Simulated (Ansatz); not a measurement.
Input and output for HfN: DFT, LDA, PAW with Ansatz's default frozen-core files, scalar-relativistic (Ansatz 0.2.0). This run: the undistorted cell.

The cell is entry 1539404 of the Crystallography Open Database, unrelaxed.

Command: `ansatz run input.yaml --threads 1 --pin off --max-ram 2048MiB --backend cpu --events-out ev --progress --plain --runs-dir out` It took 1.7 s on 1 thread of Arm Neoverse V2, with other jobs on the host, peak memory 0.28 GiB.

```yaml
crystal:
  lattice:
    - [0.0, 2.256, 2.256]
    - [2.256, 0.0, 2.256]
    - [2.256, 2.256, 0.0]
  atoms:
    - { symbol: Hf, position: [0.0, 0.0, 0.0] }
    - { symbol: "N", position: [0.5, 0.5, 0.5] }
kpoints:
  mp_grid: { grid: [9, 9, 9] }
scf:
  occupations: { method: fermi_dirac, width: 0.03 }
hamiltonian:
  xc: lda
  pseudopotentials: { kind: paw }
output:
  forces: true
  stress: true
  eigenvalues: true
  populations: true
  write_density: true
  write_potential: true
  elf: true
  volumetric_format: npy
```

Output:

```
Engine: ansatz 0.2.0
Pseudopotentials: kind: paw
Pseudopotential: Hf, paw, valence charge 26, recommended cutoff 420 eV (normal), Hf.paw.azcp
Pseudopotential: N, paw, valence charge 5, recommended cutoff 420 eV (normal), N.paw.azcp
Functional definition: SPW92
  exchange = slater_x
  correlation = pw_c
Crystal: 2 atoms, lattice volume = 22.964 Å³
Basis set: ecut = 420 eV, 459 PW (Γ)
Bands: 20, of which v1, the nominal top of the filled ones, is band 16 counted from 1 (15 counted from 0)
Symmetry: 48 space group operations
Space group: Fm-3m (ITA 225), of the structure as read, at distance tolerance 2.8e-5 Å
k-points: 35 of 729
Non-local potential: Hf, projectors of the file, l = 0: 3, l = 1: 2, l = 2: 2, l = 3: 3
Non-local potential: N, projectors of the file, l = 0: 2, l = 1: 2, l = 2: 1
PAW form: soft (Blöchl's): semilocal exchange-correlation on the pseudo side does not see the compensation charge
PAW frozen core: Hf, regenerated for the run's functional, and the local potential with it (the file was generated under x = pbe(κ = 0.804, μ = 0.2195149727645171), c = pbe(β = 0.06672455060314922))
PAW frozen core: N, regenerated for the run's functional, and the local potential with it (the file was generated under x = pbe(κ = 0.804, μ = 0.2195149727645171), c = pbe(β = 0.06672455060314922))
PAW one-centre angular grid: Hf, 590 points (default); XC on 64 Gauss nodes
PAW one-centre angular grid: N, 110 points (default); XC on 64 Gauss nodes
Initial density: superposition of atomic densities (neutral atoms: chi_scale 0, normalization atom), corrected by the library's trained network
Initial wavefunctions: pseudopotential atomic-orbital guess
Functional: x = slater, c = lda
SCF iter   1: F=—  HF=-15854.638082 eV  |F-HF|=—  |Δ(HF+E_count)|=         —  Δρ=7.05e-3  dr2=8.99e-3  ethr=1.77e-3  ⟨swp⟩=5.5  Hψ=3002  notcnv=0
preconditioner: auto → Kerker (q_TF=auto, 2.868 Å⁻¹)  [metal: Δε(μ)=0.093 eV  Ē_g=19.011 eV  σ=0.030 eV  W_gap=0.47  n_scr=14 (ndim 8)  ℏωp=41.7 eV  f_vac=0.000  D(μ)=1.51/eV (n_scr^D=14)]
SCF iter   2: F=—  HF=-15854.635733 eV  |F-HF|=—  |Δ(HF+E_count)|=   2.35e-3  Δρ=3.12e-3  dr2=9.53e-4  ethr=2.90e-5  ⟨swp⟩=2.1  Hψ=1166  notcnv=0  defer=9
SCF iter   3: F=—  HF=-15854.635520 eV  |F-HF|=—  |Δ(HF+E_count)|=   2.13e-4  Δρ=1.20e-3  dr2=1.44e-4  ethr=3.07e-6  ⟨swp⟩=2.7  Hψ=1340  notcnv=0  defer=9
SCF iter   4: F=—  HF=-15854.635452 eV  |F-HF|=—  |Δ(HF+E_count)|=   6.78e-5  Δρ=4.31e-4  dr2=1.58e-5  ethr=4.64e-7  ⟨swp⟩=2.2  Hψ=1125  notcnv=0  defer=9
SCF iter   5: F=—  HF=-15854.635451 eV  |F-HF|=—  |Δ(HF+E_count)|=   1.18e-6  Δρ=8.48e-5  dr2=5.93e-7  ethr=5.11e-8  ⟨swp⟩=2.4  Hψ=1215  notcnv=0  defer=9
SCF iter   6: F=—  HF=-15854.635451 eV  |F-HF|=—  |Δ(HF+E_count)|=   1.50e-7  Δρ=1.42e-5  dr2=3.61e-8  ethr=3.23e-10  ⟨swp⟩=10.5  Hψ=5452  notcnv=0
SCF iter   7: F=-15854.635451 eV  HF=-15854.635451 eV  |F-HF|=2.60e-10  |Δ(HF+E_count)|=   5.11e-8  Δρ=2.31e-6  dr2=8.86e-10  ethr=1.17e-10  ⟨swp⟩=8.6  Hψ=4413  notcnv=0
SCF 1 converged in 7 iterations: F = -15854.635451 eV  dr2 = 8.86e-10
  greatest PAW one-centre occupation: 0.998 electrons in one spin orbital (limit 2), on the Hf atom at site 0 (counted from 0), in its partial waves of l = 3
SCF converged after 7 iterations
Free energy (F): -15854.635451 eV
Harris-Foulkes:  -15854.635451 eV  (|F-HF|=2.60e-10)
Internal energy: -15854.631553 eV  (E = F + TS)
E sigma→0 (E₀):  -15854.633502 eV
Entropy (-TS):   -0.003899 eV (-1.949 meV/atom)
Fermi energy:    23.553455 eV
--- Per-component energies (eV) ---
  E_band       = 174.108554
  E_kinetic    = 556.968242
  E_local      = -4723.468039  (includes V_loc(G=0)·N_el)
  E_nonlocal   = -1185.532810
  E_hartree    = 2237.862168
  E_xc         = -358.588640
  E_vxc        = -344.751851  (∫ρ·V_xc dr)
  E_paw        = -6803.719274  (= ΣΔE_a)
  E_vpaw       = 1395.170458  (= ΣTr[D̂ρ^β])
  E_aug_tail   = 0.000091  (compensation charges beyond the density's cutoff)
  E_ewald      = -5580.690577
  E_core_change = 2.537287  (= ΣΔE_core)
  E_smearing   = -0.003899  (= −TS)
  E_closure    = 0.000000  (closes the sum)
  Σ components = -15854.635451   (vs F -15854.635451, Δ=0.00e0)
--- Forces (eV/Å), atoms counted from 1 ---
  atom   1  Hf    -0.00000000     0.00000000    -0.00000000
  atom   2  N      0.00000000     0.00000000     0.00000000
  max |Σ_I F_I| component: 1.50e-29 eV/Å
--- Stress (GPa, compression-positive) ---
       -8.302716       0.000000       0.000000
        0.000000      -8.302716       0.000000
        0.000000       0.000000      -8.302716
  P = ⅓ Tr σ = -8.3027 GPa (-83.027 kbar)
--- Band table (eV; the first three rows and the last of 35) ---
  k-point 0: bands = ["-39.0894", "-7.4915", "-7.4915", "-7.4915", "6.2731", "10.9185", "10.9185", "10.9185", "10.9525", "11.0532", "11.0532", "11.0532", "20.6957", "20.6957", "20.6957", "23.1609", "23.1609", "23.1609", "25.4723", "25.4723"]
  k-point 1: bands = ["-39.0821", "-7.6170", "-7.5019", "-7.5019", "6.5540", "10.9219", "10.9289", "10.9289", "10.9588", "11.0445", "11.0445", "11.0536", "19.5881", "20.0098", "20.0098", "23.4659", "23.5656", "23.5656", "26.3421", "26.3862"]
  k-point 2: bands = ["-39.0635", "-7.9205", "-7.5282", "-7.5282", "7.2826", "10.9436", "10.9562", "10.9562", "10.9770", "11.0240", "11.0240", "11.0545", "17.6998", "18.8548", "18.8548", "23.9802", "24.5516", "24.5516", "27.9356", "28.3354"]
  k-point 34: bands = ["-39.0071", "-8.1299", "-8.0068", "-7.8083", "8.0060", "10.9682", "10.9819", "10.9893", "11.0048", "11.0090", "11.0307", "11.0761", "17.2426", "18.1445", "18.1933", "24.0963", "25.4369", "28.9057", "29.0232", "30.1139"]
--- Löwdin populations: 2 sites ---
  site symbol       q [e]
     0     Hf     25.3132
     1      N      5.6326
  spilling = 0.001748 (of n_electrons = 31.000000)
```

populations.tsv:

```
# site	symbol	l	j	q
# orbitals = lowdin
# n_electrons = 31.000000
# spilling = 0.001748
0	Hf	0_5S	-	1.949918
0	Hf	0_6S	-	0.442322
0	Hf	1_5P	-	5.981324
0	Hf	2_5D	-	2.946841
0	Hf	3_4F	-	13.992790
1	N	0_2S	-	1.432076
1	N	1_2P	-	4.200539
```

Next run (one bond, the shortest of the undistorted cell, set to 2.482 Å), as changes to the input before:

```diff
   atoms:
-    - { symbol: Hf, position: [0.0, 0.0, 0.0] }
-    - { symbol: "N", position: [0.5, 0.5, 0.5] }
+    - { symbol: Hf, position: [0.025, 0.025, -0.025] }
+    - { symbol: "N", position: [0.475, 0.475, 0.525] }
 kpoints:
   populations: true
-  write_density: true
-  write_potential: true
-  elf: true
-  volumetric_format: npy
```

Results part of the output:

```
SCF 1 converged in 7 iterations: F = -15854.341341 eV  dr2 = 2.68e-9
  greatest PAW one-centre occupation: 0.998 electrons in one spin orbital (limit 2), on the Hf atom at site 0 (counted from 0), in its partial waves of l = 3
SCF converged after 7 iterations
Free energy (F): -15854.341341 eV
Harris-Foulkes:  -15854.341341 eV  (|F-HF|=1.15e-9)
Internal energy: -15854.338795 eV  (E = F + TS)
E sigma→0 (E₀):  -15854.340068 eV
Entropy (-TS):   -0.002547 eV (-1.273 meV/atom)
Fermi energy:    23.470711 eV
--- Per-component energies (eV) ---
  E_band       = 174.907011
  E_kinetic    = 558.799093
  E_local      = -4743.584278  (includes V_loc(G=0)·N_el)
  E_nonlocal   = -1185.107780
  E_hartree    = 2248.047795
  E_xc         = -359.017168
  E_vxc        = -345.293920  (∫ρ·V_xc dr)
  E_paw        = -6804.290654  (= ΣΔE_a)
  E_vpaw       = 1393.996357  (= ΣTr[D̂ρ^β])
  E_aug_tail   = 0.000092  (compensation charges beyond the density's cutoff)
  E_ewald      = -5571.723181
  E_core_change = 2.537287  (= ΣΔE_core)
  E_smearing   = -0.002547  (= −TS)
  E_closure    = -0.000000  (closes the sum)
  Σ components = -15854.341341   (vs F -15854.341341, Δ=0.00e0)
--- Forces (eV/Å), atoms counted from 1 ---
  atom   1  Hf    -0.00000000    -0.00000000    -2.77786807
  atom   2  N      0.00000000     0.00000000     2.77790055
  max |Σ_I F_I| component: 3.25e-5 eV/Å
--- Stress (GPa, compression-positive) ---
       -8.415663       0.000000       0.000000
        0.000000      -8.415663       0.000000
        0.000000       0.000000      12.405885
  P = ⅓ Tr σ = -1.4751 GPa (-14.751 kbar)
--- Band table (eV; the first three rows and the last of 75) ---
  k-point 0: bands = ["-39.0354", "-7.5190", "-7.4344", "-7.4344", "6.2553", "10.9804", "10.9804", "10.9827", "11.0119", "11.1112", "11.1162", "11.1162", "19.9802", "19.9802", "20.0456", "23.2160", "23.9994", "23.9994", "25.3866", "25.5187"]
  k-point 1: bands = ["-39.0279", "-7.6087", "-7.4828", "-7.4455", "6.5336", "10.9783", "10.9904", "10.9991", "11.0183", "11.1034", "11.1072", "11.1155", "18.9038", "19.5766", "19.9607", "23.2717", "23.9504", "23.9783", "26.2366", "26.5920"]
  k-point 2: bands = ["-39.0091", "-7.9063", "-7.5205", "-7.4736", "7.2509", "10.9899", "11.0159", "11.0327", "11.0416", "11.0835", "11.0859", "11.1161", "17.3525", "18.6991", "18.9825", "23.6972", "24.6049", "24.6421", "27.8479", "28.5399"]
  k-point 74: bands = ["-38.9501", "-8.3408", "-7.8134", "-7.7425", "7.5591", "11.0306", "11.0358", "11.0420", "11.0575", "11.0740", "11.0817", "11.0923", "18.3136", "18.7660", "19.6064", "20.9174", "27.7376", "28.2761", "28.8184", "29.4014"]
--- Löwdin populations: 2 sites ---
  site symbol       q [e]
     0     Hf     25.3306
     1      N      5.6149
  spilling = 0.001757 (of n_electrons = 31.000000)
```

Next run (one bond, the shortest of the undistorted cell, set to 1.985 Å), as changes to the input before:

```diff
   atoms:
-    - { symbol: Hf, position: [0.025, 0.025, -0.025] }
-    - { symbol: "N", position: [0.475, 0.475, 0.525] }
+    - { symbol: Hf, position: [-0.03, -0.03, 0.03] }
+    - { symbol: "N", position: [0.53, 0.53, 0.47] }
 kpoints:
```

Command: `ansatz run input.yaml --threads 1 --pin off --max-ram 2048MiB --backend cpu --events-out ev --progress --plain --runs-dir out` It took 4.1 s on 1 thread of Arm Neoverse V2, with other jobs on the host, peak memory 0.32 GiB.

Results part of the output:

```
SCF 1 converged in 6 iterations: F = -15854.203331 eV  dr2 = 7.04e-9
  greatest PAW one-centre occupation: 0.998 electrons in one spin orbital (limit 2), on the Hf atom at site 0 (counted from 0), in its partial waves of l = 3
SCF converged after 6 iterations
Free energy (F): -15854.203331 eV
Harris-Foulkes:  -15854.203331 eV  (|F-HF|=1.28e-8)
Internal energy: -15854.201614 eV  (E = F + TS)
E sigma→0 (E₀):  -15854.202472 eV
Entropy (-TS):   -0.001717 eV (-0.858 meV/atom)
Fermi energy:    23.491079 eV
--- Per-component energies (eV) ---
  E_band       = 175.301004
  E_kinetic    = 559.643871
  E_local      = -4752.871770  (includes V_loc(G=0)·N_el)
  E_nonlocal   = -1184.913319
  E_hartree    = 2252.758530
  E_xc         = -359.210795
  E_vxc        = -345.539865  (∫ρ·V_xc dr)
  E_paw        = -6804.544837  (= ΣΔE_a)
  E_vpaw       = 1393.465909  (= ΣTr[D̂ρ^β])
  E_aug_tail   = 0.000092  (compensation charges beyond the density's cutoff)
  E_ewald      = -5567.600673
  E_core_change = 2.537287  (= ΣΔE_core)
  E_smearing   = -0.001717  (= −TS)
  E_closure    = -0.000000  (closes the sum)
  Σ components = -15854.203331   (vs F -15854.203331, Δ=0.00e0)
--- Forces (eV/Å), atoms counted from 1 ---
  atom   1  Hf     0.00000000     0.00000000     3.36350146
  atom   2  N     -0.00000000     0.00000000    -3.36345430
  max |Σ_I F_I| component: 4.72e-5 eV/Å
--- Stress (GPa, compression-positive) ---
       -7.638287       0.000000       0.000000
        0.000000      -7.638287       0.000000
        0.000000       0.000000      20.153501
  P = ⅓ Tr σ = 1.6256 GPa (16.256 kbar)
--- Band table (eV; the first three rows and the last of 75) ---
  k-point 0: bands = ["-39.0083", "-7.5354", "-7.4048", "-7.4048", "6.2481", "11.0106", "11.0106", "11.0120", "11.0416", "11.1396", "11.1479", "11.1479", "19.7419", "19.7419", "19.8293", "23.2429", "24.2881", "24.2881", "25.3284", "25.5402"]
  k-point 1: bands = ["-39.0008", "-7.6161", "-7.4633", "-7.4163", "6.5255", "11.0068", "11.0203", "11.0304", "11.0481", "11.1321", "11.1387", "11.1467", "18.7121", "19.4076", "19.8469", "23.2697", "24.0896", "24.1154", "26.2195", "26.6887"]
  k-point 2: bands = ["-38.9818", "-7.9035", "-7.5135", "-7.4452", "7.2383", "11.0163", "11.0447", "11.0635", "11.0745", "11.1130", "11.1171", "11.1471", "17.2386", "18.6272", "18.9887", "23.6167", "24.6302", "24.6914", "27.8202", "28.6296"]
  k-point 74: bands = ["-38.9222", "-8.3722", "-7.7871", "-7.7168", "7.5807", "11.0628", "11.0646", "11.0736", "11.0823", "11.1038", "11.1118", "11.1225", "18.3725", "18.7657", "19.5913", "20.9080", "27.3644", "28.2849", "28.8168", "29.3708"]
--- Löwdin populations: 2 sites ---
  site symbol       q [e]
     0     Hf     25.3410
     1      N      5.6047
  spilling = 0.001749 (of n_electrons = 31.000000)
```

Next run (one bond, the shortest of the undistorted cell, set to 1.850 Å), as changes to the input before:

```diff
   atoms:
-    - { symbol: Hf, position: [-0.03, -0.03, 0.03] }
-    - { symbol: "N", position: [0.53, 0.53, 0.47] }
+    - { symbol: Hf, position: [-0.045, -0.045, 0.045] }
+    - { symbol: "N", position: [0.545, 0.545, 0.455] }
 kpoints:
```

Results part of the output:

```
SCF 1 converged in 7 iterations: F = -15853.563338 eV  dr2 = 1.61e-8
  greatest PAW one-centre occupation: 0.998 electrons in one spin orbital (limit 2), on the Hf atom at site 0 (counted from 0), in its partial waves of l = 3
SCF converged after 7 iterations
Free energy (F): -15853.563338 eV
Harris-Foulkes:  -15853.563338 eV  (|F-HF|=5.14e-8)
Internal energy: -15853.561729 eV  (E = F + TS)
E sigma→0 (E₀):  -15853.562534 eV
Entropy (-TS):   -0.001610 eV (-0.805 meV/atom)
Fermi energy:    23.427579 eV
--- Per-component energies (eV) ---
  E_band       = 176.347451
  E_kinetic    = 563.212367
  E_local      = -4792.548385  (includes V_loc(G=0)·N_el)
  E_nonlocal   = -1183.966107
  E_hartree    = 2272.538940
  E_xc         = -360.028136
  E_vxc        = -346.574416  (∫ρ·V_xc dr)
  E_paw        = -6805.707749  (= ΣΔE_a)
  E_vpaw       = 1391.140499  (= ΣTr[D̂ρ^β])
  E_aug_tail   = 0.000091  (compensation charges beyond the density's cutoff)
  E_ewald      = -5549.600039
  E_core_change = 2.537287  (= ΣΔE_core)
  E_smearing   = -0.001610  (= −TS)
  E_closure    = 0.000000  (closes the sum)
  Σ components = -15853.563338   (vs F -15853.563338, Δ=0.00e0)
--- Forces (eV/Å), atoms counted from 1 ---
  atom   1  Hf     0.00000000     0.00000000     6.34098608
  atom   2  N     -0.00000000     0.00000000    -6.34092744
  max |Σ_I F_I| component: 5.86e-5 eV/Å
--- Stress (GPa, compression-positive) ---
       -7.091858       0.000000       0.000000
        0.000000      -7.091858       0.000000
        0.000000       0.000000      61.157297
  P = ⅓ Tr σ = 15.6579 GPa (156.579 kbar)
--- Band table (eV; the first three rows and the last of 75) ---
  k-point 0: bands = ["-38.9278", "-7.6439", "-7.3209", "-7.3209", "6.2517", "11.1050", "11.1050", "11.1095", "11.1393", "11.2364", "11.2491", "11.2491", "18.9792", "18.9792", "19.1899", "23.3172", "25.1097", "25.2709", "25.2709", "25.6051"]
  k-point 1: bands = ["-38.9202", "-7.7133", "-7.3941", "-7.3336", "6.5257", "11.0989", "11.1140", "11.1310", "11.1462", "11.2290", "11.2397", "11.2477", "18.1415", "18.8147", "19.3526", "23.3083", "24.5285", "24.5505", "26.2744", "27.1078"]
  k-point 2: bands = ["-38.9008", "-7.9582", "-7.4949", "-7.3657", "7.2230", "11.1035", "11.1354", "11.1627", "11.1808", "11.2110", "11.2185", "11.2477", "16.8930", "18.3357", "18.8884", "23.4345", "24.7315", "24.8723", "27.7721", "28.9905"]
  k-point 74: bands = ["-38.8389", "-8.5347", "-7.7159", "-7.6473", "7.7046", "11.1533", "11.1576", "11.1672", "11.1701", "11.2067", "11.2153", "11.2226", "18.6214", "18.7912", "19.5313", "20.8536", "26.0456", "28.2623", "28.8427", "29.3022"]
--- Löwdin populations: 2 sites ---
  site symbol       q [e]
     0     Hf     25.3761
     1      N      5.5683
  spilling = 0.001794 (of n_electrons = 31.000000)
```

Next run (one bond, the shortest of the undistorted cell, set to 1.715 Å), as changes to the input before:

```diff
   atoms:
-    - { symbol: Hf, position: [-0.045, -0.045, 0.045] }
-    - { symbol: "N", position: [0.545, 0.545, 0.455] }
+    - { symbol: Hf, position: [-0.06, -0.06, 0.06] }
+    - { symbol: "N", position: [0.56, 0.56, 0.44] }
 kpoints:
```

Command: `ansatz run input.yaml --threads 1 --pin off --max-ram 2048MiB --backend cpu --events-out ev --progress --plain --runs-dir out` It took 5 s on 1 thread of Arm Neoverse V2, on a shared host, peak memory 0.32 GiB.

Results part of the output:

```
SCF 1 converged in 8 iterations: F = -15852.447739 eV  dr2 = 1.83e-9
  greatest PAW one-centre occupation: 0.998 electrons in one spin orbital (limit 2), on the Hf atom at site 0 (counted from 0), in its partial waves of l = 3
SCF converged after 8 iterations
Free energy (F): -15852.447739 eV
Harris-Foulkes:  -15852.447739 eV  (|F-HF|=3.11e-9)
Internal energy: -15852.445538 eV  (E = F + TS)
E sigma→0 (E₀):  -15852.446638 eV
Entropy (-TS):   -0.002201 eV (-1.101 meV/atom)
Fermi energy:    23.483946 eV
--- Per-component energies (eV) ---
  E_band       = 177.350218
  E_kinetic    = 568.685527
  E_local      = -4854.078519  (includes V_loc(G=0)·N_el)
  E_nonlocal   = -1182.405764
  E_hartree    = 2302.824521
  E_xc         = -361.205994
  E_vxc        = -348.071934  (∫ρ·V_xc dr)
  E_paw        = -6807.519602  (= ΣΔE_a)
  E_vpaw       = 1387.571061  (= ΣTr[D̂ρ^β])
  E_aug_tail   = 0.000094  (compensation charges beyond the density's cutoff)
  E_ewald      = -5521.283087
  E_core_change = 2.537287  (= ΣΔE_core)
  E_smearing   = -0.002201  (= −TS)
  E_closure    = -0.000000  (closes the sum)
  Σ components = -15852.447739   (vs F -15852.447739, Δ=0.00e0)
--- Forces (eV/Å), atoms counted from 1 ---
  atom   1  Hf     0.00000000     0.00000000    10.75193501
  atom   2  N     -0.00000000     0.00000000   -10.75189291
  max |Σ_I F_I| component: 4.21e-5 eV/Å
--- Stress (GPa, compression-positive) ---
       -6.561153       0.000000       0.000000
        0.000000      -6.561153       0.000000
        0.000000      -0.000000     127.711142
  P = ⅓ Tr σ = 38.1963 GPa (381.963 kbar)
--- Band table (eV; the first three rows and the last of 75) ---
  k-point 0: bands = ["-38.8354", "-7.9143", "-7.2152", "-7.2152", "6.3238", "11.2127", "11.2169", "11.2169", "11.2702", "11.3653", "11.3824", "11.3824", "18.1679", "18.1679", "18.6878", "23.4018", "24.8349", "25.6782", "26.3832", "26.3832"]
  k-point 1: bands = ["-38.8276", "-7.9803", "-7.2953", "-7.2296", "6.5950", "11.2065", "11.2248", "11.2399", "11.2773", "11.3581", "11.3731", "11.3811", "17.5908", "18.1220", "18.7971", "23.3778", "24.7692", "24.9147", "26.7124", "27.7645"]
  k-point 2: bands = ["-38.8076", "-8.1841", "-7.4453", "-7.2659", "7.2770", "11.2091", "11.2418", "11.2886", "11.2983", "11.3419", "11.3554", "11.3813", "16.5657", "17.9147", "18.6243", "23.3651", "24.8632", "25.0704", "27.8602", "29.5083"]
  k-point 74: bands = ["-38.7427", "-8.8572", "-7.6290", "-7.5620", "7.9379", "11.2433", "11.2735", "11.2811", "11.2917", "11.3446", "11.3509", "11.3567", "18.6565", "19.2136", "19.4104", "20.7518", "24.5969", "28.1483", "28.9697", "29.2572"]
--- Löwdin populations: 2 sites ---
  site symbol       q [e]
     0     Hf     25.4364
     1      N      5.5053
  spilling = 0.001882 (of n_electrons = 31.000000)
```

Spin–orbit coupling is left out, which matters for the heavy atoms. The PAW files were made under PBE.
